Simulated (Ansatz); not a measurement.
# TiC: energy and pressure over a range of volumes, part 2 of 2

How stiff is TiC, and at what volume does the pressure vanish? The cell is scaled evenly, atoms carried along, and solved with LAPW, PAW and all-electron datasets made for the crystal.

Ansatz 0.2.0; DFT PBE; a database cell (COD). «Crystal datasets» are all-electron PAW datasets made for this crystal.

### Step 7. Volume × 1.03, LAPW

File input.yaml:

```yaml
crystal:
  lattice:
    - [0.0, 2.1854271361, 2.1854271361]
    - [2.1854271361, 0.0, 2.1854271361]
    - [2.1854271361, 2.1854271361, 0.0]
  atoms:
    - { symbol: Ti, position: [0.0, 0.0, 0.0] }
    - { symbol: C, position: [0.5, 0.5, 0.5] }
kpoints:
  mp_grid: { grid: [16, 16, 16] }
scf:
  occupations: { method: fermi_dirac, width: 0.03 }
hamiltonian:
  xc: pbe
  pseudopotentials: { kind: all_electron, lapw: { basis_error: 0.001 } }
output:
  forces: true
  stress: true
  eigenvalues: true
```

Launch:

```sh
ansatz run input.yaml --threads 1 --pin off --max-ram 2048MiB --backend cpu --events-out ev --progress --plain --runs-dir out
```

The program printed, shortened:

```text
LAPW: plane waves up to 8.979 Å⁻¹, error target 1.0e-3 eV per atom; small_component_spin mean_spin; C in spheres of 0.949 Å, 6 of its electrons in bands, Dirac shells []; Ti in spheres of 1.237 Å, 18 of its electrons in bands, Dirac shells []
[...]
Pseudopotentials: kind: all_electron
Pseudopotential: Ti, LAPW, valence charge 18, Koelling and Harmon's equation, gaussian nucleus
Pseudopotential: C, LAPW, valence charge 6, Koelling and Harmon's equation, gaussian nucleus
Functional definition: PBE
[...]
Crystal: 2 atoms, lattice volume = 20.876 Å³
Basis set: ecut = 307.13940780511524 eV, 259 PW (Γ), exchange–correlation at level 2
Bands: 16, of which v1, the nominal top of the filled ones, is band 12 counted from 1 (11 counted from 0)
Symmetry: 48 space group operations
Space group: Fm-3m (ITA 225), of the structure as read, at distance tolerance 2.8e-5 Å
k-points: 145 of 4096
[...]
SCF iter   9: F=-24271.848295 eV  HF=-24271.848295 eV  |F-HF|=2.11e-10  |Δ(HF+E_count)|=   8.26e-8  Δρ=5.18e-7  dr2=4.27e-11  ethr=4.45e-10  ⟨swp⟩=2.0  Hψ=6649  notcnv=0
[...]
SCF converged after 9 iterations
Free energy (F): -24271.848295 eV
[...]
E sigma→0 (E₀):  -24271.847602 eV
Entropy (-TS):   -0.001384 eV (-0.692 meV/atom)
Fermi energy:    14.655125 eV
[...]
--- Forces (eV/Å), atoms counted from 1 ---
  atom   1  Ti    -0.00000000     0.00000000     0.00000000
  atom   2  C      0.00000000     0.00000000     0.00000000
[...]
--- Stress (GPa, compression-positive) ---
       -6.237097       0.000000       0.000000
        0.000000      -6.237097      -0.000000
        0.000000      -0.000000      -6.237097
  P = ⅓ Tr σ = -6.2371 GPa (-62.371 kbar)
--- Band table (eV; the first three rows and the last of 145) ---
  k-point 0: bands = ["-423.6327", "-423.6327", "-423.6327", "-250.0593", "-41.9687", "-18.0162", "-18.0162", "-18.0162", "2.3888", "15.3485", "15.3485", "15.3485", "16.3026", "16.3026", "16.3026", "16.3255"]
[...]
```

Run time: 12 s. Hardware: 1 thread, shared host.

In short: pressure -6.24 GPa; no gap.

### Step 8. Volume × 1.03, PAW

input.yaml: that of step 7 with these lines changed.

```diff
@@ -14,3 +14,3 @@
   xc: pbe
-  pseudopotentials: { kind: all_electron, lapw: { basis_error: 0.001 } }
+  pseudopotentials: { kind: paw }
 output:
@@ -19 +19,6 @@
   eigenvalues: true
+  efg: { contact_densities: true }
+  write_density: true
+  write_potential: true
+  elf: true
+  volumetric_format: npy
```

Launch:

```sh
ansatz run input.yaml --threads 1 --pin off --max-ram 2048MiB --backend cpu --events-out ev --progress --plain --runs-dir out
```

The program printed, shortened:

```text
[...]
[... 4 set-up lines as earlier in the session ...]
[...]
Crystal: 2 atoms, lattice volume = 20.876 Å³
Basis set: ecut = 420 eV, 411 PW (Γ), exchange–correlation on 48×48×48 points (8 copies of the dense FFT grid, shifted against one another)
Bands: 12, of which v1, the nominal top of the filled ones, is band 8 counted from 1 (7 counted from 0)
[... 2 set-up lines as earlier in the session ...]
k-points: 145 of 4096
[...]
SCF iter   1: F=—  HF=-2752.261529 eV  |F-HF|=—  |Δ(HF+E_count)|=         —  Δρ=3.63e-3  dr2=1.71e-3  ethr=1.77e-3  ⟨swp⟩=4.3  Hψ=8324  notcnv=0
[...]
Fermi energy:    14.227193 eV
[...]
--- Forces (eV/Å), atoms counted from 1 ---
  atom   1  Ti    -0.00000000     0.00000000     0.00000000
  atom   2  C      0.00000000    -0.00000000     0.00000000
[...]
--- Stress (GPa, compression-positive) ---
       -6.209135      -0.000000       0.000000
        0.000000      -6.209135      -0.000000
        0.000000      -0.000000      -6.209135
  P = ⅓ Tr σ = -6.2091 GPa (-62.091 kbar)
--- PAW observables at the nuclei: V_zz in 10²¹ V/m², potentials from the cell's mean, atoms counted from 1 ---
  atom   1  Ti V_zz =    -0.000000   η = 0.0000   by run symmetry: forbidden
            electrostatic potential = -2532.393761 V   contact ρ = 56786.124192 e/Å³
  atom   2  C  V_zz =    -0.000000   η = 0.0000   by run symmetry: forbidden
            electrostatic potential = -421.677422 V   contact ρ = 869.896415 e/Å³
--- Band table (eV; the first three rows and the last of 145) ---
  k-point 0: bands = ["-42.3946", "-18.4407", "-18.4407", "-18.4407", "1.9588", "14.9210", "14.9210", "14.9210", "15.8741", "15.8741", "15.8741", "15.8992"]
[...]
```

It took 2.8 s on 1 thread, shared host.

This run gives: pressure -6.21 GPa; no gap.

### Step 9. Volume × 1.06, LAPW

File input.yaml:

```yaml
crystal:
  lattice:
    - [0.0, 2.2064421477, 2.2064421477]
    - [2.2064421477, 0.0, 2.2064421477]
    - [2.2064421477, 2.2064421477, 0.0]
  atoms:
    - { symbol: Ti, position: [0.0, 0.0, 0.0] }
    - { symbol: C, position: [0.5, 0.5, 0.5] }
kpoints:
  mp_grid: { grid: [16, 16, 16] }
scf:
  occupations: { method: fermi_dirac, width: 0.03 }
hamiltonian:
  xc: pbe
  pseudopotentials: { kind: all_electron, lapw: { basis_error: 0.001 } }
output:
  forces: true
  stress: true
  eigenvalues: true
```

Launch:

```sh
ansatz run input.yaml --threads 1 --pin off --max-ram 2048MiB --backend cpu --events-out ev --progress --plain --runs-dir out
```

The program printed, shortened:

```text
LAPW: plane waves up to 8.895 Å⁻¹, error target 1.0e-3 eV per atom; small_component_spin mean_spin; C in spheres of 0.958 Å, 6 of its electrons in bands, Dirac shells []; Ti in spheres of 1.248 Å, 12 of its electrons in bands, Dirac shells []
[...]
[... 1 set-up line as earlier in the session ...]
Pseudopotential: Ti, LAPW, valence charge 12, Koelling and Harmon's equation, gaussian nucleus
[... 2 set-up lines as earlier in the session ...]
[...]
Crystal: 2 atoms, lattice volume = 21.484 Å³
Basis set: ecut = 301.4444239248963 eV, 259 PW (Γ), exchange–correlation at level 2
Bands: 13, of which v1, the nominal top of the filled ones, is band 9 counted from 1 (8 counted from 0)
[... 2 set-up lines as earlier in the session ...]
k-points: 145 of 4096
[...]
SCF iter   8: F=-24271.812788 eV  HF=-24271.812788 eV  |F-HF|=3.56e-8  |Δ(HF+E_count)|=   1.02e-6  Δρ=6.33e-6  dr2=9.03e-9  ethr=8.71e-9  ⟨swp⟩=2.0  Hψ=5366  notcnv=0
[...]
SCF converged after 8 iterations
Free energy (F): -24271.812788 eV
[...]
E sigma→0 (E₀):  -24271.812080 eV
Entropy (-TS):   -0.001415 eV (-0.708 meV/atom)
Fermi energy:    14.169094 eV
[...]
--- Forces (eV/Å), atoms counted from 1 ---
  atom   1  Ti    -0.00000000     0.00000000     0.00000000
  atom   2  C      0.00000000    -0.00000000    -0.00000000
[...]
--- Stress (GPa, compression-positive) ---
      -12.322414       0.000000      -0.000000
        0.000000     -12.322414       0.000000
       -0.000000       0.000000     -12.322414
  P = ⅓ Tr σ = -12.3224 GPa (-123.224 kbar)
--- Band table (eV; the first three rows and the last of 145) ---
  k-point 0: bands = ["-250.6207", "-42.5421", "-18.6005", "-18.6005", "-18.6005", "2.0355", "14.8476", "14.8476", "14.8476", "15.7762", "15.7762", "15.7797", "15.7797"]
[...]
```

Wall time 11 s (1 thread, shared host).

In short: pressure -12.32 GPa; no gap.

### Step 10. Volume × 1.06, PAW

input.yaml: that of step 9 with these lines changed.

```diff
@@ -14,3 +14,3 @@
   xc: pbe
-  pseudopotentials: { kind: all_electron, lapw: { basis_error: 0.001 } }
+  pseudopotentials: { kind: paw }
 output:
@@ -19 +19,2 @@
   eigenvalues: true
+  efg: { contact_densities: true }
```

Launch:

```sh
ansatz run input.yaml --threads 1 --pin off --max-ram 2048MiB --backend cpu --events-out ev --progress --plain --runs-dir out
```

The program printed, shortened:

```text
[...]
[... 4 set-up lines as earlier in the session ...]
[...]
Crystal: 2 atoms, lattice volume = 21.484 Å³
Basis set: ecut = 420 eV, 411 PW (Γ), exchange–correlation on 48×48×48 points (8 copies of the dense FFT grid, shifted against one another)
Bands: 12, of which v1, the nominal top of the filled ones, is band 8 counted from 1 (7 counted from 0)
[... 2 set-up lines as earlier in the session ...]
k-points: 145 of 4096
[...]
SCF iter   1: F=—  HF=-2752.226036 eV  |F-HF|=—  |Δ(HF+E_count)|=         —  Δρ=3.50e-3  dr2=1.34e-3  ethr=1.77e-3  ⟨swp⟩=4.2  Hψ=8298  notcnv=0
[...]
Fermi energy:    13.753667 eV
[...]
--- Forces (eV/Å), atoms counted from 1 ---
  atom   1  Ti    -0.00000000    -0.00000000    -0.00000000
  atom   2  C      0.00000000    -0.00000000    -0.00000000
[...]
--- Stress (GPa, compression-positive) ---
      -12.298376      -0.000000       0.000000
        0.000000     -12.298376      -0.000000
       -0.000000       0.000000     -12.298376
  P = ⅓ Tr σ = -12.2984 GPa (-122.984 kbar)
--- PAW observables at the nuclei: V_zz in 10²¹ V/m², potentials from the cell's mean, atoms counted from 1 ---
  atom   1  Ti V_zz =    -0.000000   η = 0.0000   by run symmetry: forbidden
            electrostatic potential = -2531.744032 V   contact ρ = 56785.830265 e/Å³
  atom   2  C  V_zz =    -0.000000   η = 0.0000   by run symmetry: forbidden
            electrostatic potential = -421.097268 V   contact ρ = 869.885166 e/Å³
--- Band table (eV; the first three rows and the last of 145) ---
  k-point 0: bands = ["-42.9554", "-19.0124", "-19.0124", "-19.0124", "1.6181", "14.4328", "14.4328", "14.4328", "15.3624", "15.3624", "15.3643", "15.3643"]
[...]
```

Run time: 2.4 s. Hardware: 1 thread, shared host.

In short: pressure -12.30 GPa; no gap.

### Step 11. Volume × 1.06, crystal datasets

input.yaml: that of step 10 with these lines changed.

```diff
@@ -14,3 +14,3 @@
   xc: pbe
-  pseudopotentials: { kind: paw }
+  pseudopotentials: { kind: all_electron, datasets: crystal }
 output:
```

Launch:

```sh
ansatz run input.yaml --threads 1 --pin off --max-ram 2048MiB --backend cpu --events-out ev --progress --plain --runs-dir out
```

The program printed, shortened:

```text
[...]
[... 1 set-up line as earlier in the session ...]
Pseudopotential: Ti, paw, valence charge 12, recommended cutoff 340 eV (normal), Koelling and Harmon's equation, gaussian nucleus
Pseudopotential: C, paw, valence charge 4, recommended cutoff 340 eV (normal), Koelling and Harmon's equation, gaussian nucleus
[... 1 set-up line as earlier in the session ...]
[...]
Crystal: 2 atoms, lattice volume = 21.484 Å³
Basis set: ecut = 340 eV, 331 PW (Γ), exchange–correlation on 40×40×40 points (8 copies of the dense FFT grid, shifted against one another)
Bands: 12, of which v1, the nominal top of the filled ones, is band 8 counted from 1 (7 counted from 0)
[... 2 set-up lines as earlier in the session ...]
k-points: 145 of 4096
[...]
--- Forces (eV/Å), atoms counted from 1 ---
  atom   1  Ti    -0.00000000     0.00000000     0.00000000
  atom   2  C      0.00000000    -0.00000000     0.00000000
[...]
--- Stress (GPa, compression-positive) ---
      -12.321571       0.000000      -0.000000
        0.000000     -12.321571       0.000000
       -0.000000      -0.000000     -12.321571
  P = ⅓ Tr σ = -12.3216 GPa (-123.216 kbar)
--- PAW observables at the nuclei: V_zz in 10²¹ V/m², potentials from the cell's mean, atoms counted from 1 ---
  atom   1  Ti V_zz =    -0.000000   η = 0.0000   by run symmetry: forbidden
            electrostatic potential = -2531.590861 V   contact ρ = 56833.293663 e/Å³
  atom   2  C  V_zz =    +0.000000   η = 0.0000   by run symmetry: forbidden
            electrostatic potential = -421.127024 V   contact ρ = 870.034509 e/Å³
--- Band table (eV; the first three rows and the last of 145) ---
  k-point 0: bands = ["-42.5418", "-18.6002", "-18.6002", "-18.6002", "2.0356", "14.8478", "14.8478", "14.8478", "15.7763", "15.7763"]
[...]
```

Wall time 9.3 s (1 thread, shared host).

Result: pressure -12.32 GPa; no gap.

### Step 12. The equation of state

The rows at scale 1 come from earlier runs of the unscaled cell with the same settings.

| method | volume (Å³/atom) | F above the lowest (meV/atom) | pressure (GPa) |
| --- | --- | --- | --- |
| LAPW | 9.531 | 34.6 | 18.44 |
| LAPW | 9.830 | 9.2 | 9.06 |
| LAPW | 10.134 | 0.0 | 0.84 |
| LAPW | 10.438 | 5.3 | -6.24 |
| LAPW | 10.742 | 23.0 | -12.32 |
| PAW | 9.531 | 34.7 | 18.46 |
| PAW | 9.830 | 9.2 | 9.08 |
| PAW | 10.134 | 0.0 | 0.86 |
| PAW | 10.438 | 5.2 | -6.21 |
| PAW | 10.742 | 22.9 | -12.30 |
| crystal datasets | 9.531 | – | 18.44 |
| crystal datasets | 10.134 | – | 0.84 |
| crystal datasets | 10.742 | – | -12.32 |

### Step 13. Results

The summary covers parts 1 to 2.

| quantity | value |
| --- | --- |
| equilibrium volume (LAPW) | 10.168 Å³/atom |
| bulk modulus (LAPW) | 250 GPa |
| its pressure derivative (LAPW) | 4.0 |
| equilibrium volume (PAW) | 10.169 Å³/atom |
| bulk modulus (PAW) | 250 GPa |
| its pressure derivative (PAW) | 4.0 |

**Reading.** A third-order Birch-Murnaghan fit to the LAPW pressures puts zero pressure at 10.17 Å³/atom, +0.3 % from the given cell, with a bulk modulus of 250 GPa. PAW's volume lies +0.01 % and its modulus less than 0.1 % from LAPW's. No thermal or zero-point expansion is included.
